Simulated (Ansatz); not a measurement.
Born–Oppenheimer molecular dynamics of a periodic cell of 18 atoms, HPt8 (surface Pt(100), adsorbate H2). It starts from a relaxed structure.

Computed with DFT PBE-D3(BJ), scalar-relativistic, plane waves, PAW in Ansatz. Settings: PAW set soft_1, cutoff 420 eV, k mesh 3x3x1, fermi-dirac smearing 0.15 eV, no spin polarisation.

```
ensemble                      : NVE (velocity Verlet)
time step                     : 0.5 fs
steps asked                   : 140
starting velocities drawn for : 1000 K
atoms held                    : 1 to 4
seed                          : 664756
```

First frame:

```xyz
18
Lattice="5.5437 0.0000 0.0000 0.0000 5.5437 0.0000 0.0000 0.0000 16.8800" Properties=species:S:1:pos:R:3
Pt 1.386 1.386 1.000
Pt 4.158 1.386 1.000
Pt 1.386 4.158 1.000
Pt 4.158 4.158 1.000
Pt 0.000 0.000 2.940
Pt 2.771 0.000 2.940
Pt -0.001 2.772 2.939
Pt 2.771 2.772 2.939
Pt 1.385 1.387 4.895
Pt 4.157 1.386 4.895
Pt 1.385 4.159 4.894
Pt 4.157 4.159 4.895
Pt -0.001 0.001 6.834
Pt 2.771 0.001 6.835
Pt -0.001 2.773 6.834
Pt 2.771 2.773 6.833
H 4.663 1.935 9.845
H 4.003 2.295 9.815
```

Task: What does the run give?

Result: The run went to its last step.

```
steps done                                               : 140
time covered                                             : 70 fs
mean temperature over the second half                    : 440 K
spread of the potential energy over the second half      : 4.0 meV per atom
mean potential energy of the second half above the start : 56.3 meV per atom
```

The conserved energy stayed within 0.01 meV per atom of its start (net change 0.0023 meV per atom), so the integration is sound. Over the second half the temperature averaged 0.44 of the 1000 K drawn at the start: a run that starts near a minimum puts about half its kinetic energy into the potential. A run of 0.07 ps of so small a system gives no equilibrium averages. Limits of this set-up: coarse k mesh, thin slab, slab without dipole correction.

Task: What happens to the structure?

Result: Mean squared displacements from the first frame to the last: Pt 0.01 Å², H 21.53 Å². Another seed would give other details.

Task: How do temperature and energy run in time?

Result: 
| time (fs) | T (K) | potential energy less start (eV) | conserved less start (meV/atom) |
| --- | --- | --- | --- |
| 0.0 | 1000 | 0.000 | 0.00 |
| 5.5 | 984 | 0.028 | 0.00 |
| 11.0 | 937 | 0.115 | 0.00 |
| 16.5 | 862 | 0.250 | 0.00 |
| 22.0 | 767 | 0.422 | 0.01 |
| 27.5 | 666 | 0.605 | 0.00 |
| 33.0 | 566 | 0.785 | 0.01 |
| 38.5 | 485 | 0.933 | 0.01 |
| 44.0 | 427 | 1.037 | 0.00 |
| 49.5 | 397 | 1.092 | 0.01 |
| 55.0 | 400 | 1.086 | 0.00 |
| 60.5 | 425 | 1.041 | 0.01 |
| 66.0 | 470 | 0.959 | 0.00 |

The run took 26 min on 4 threads of Arm Neoverse V1 (shared host), peak memory 2.2 GiB.
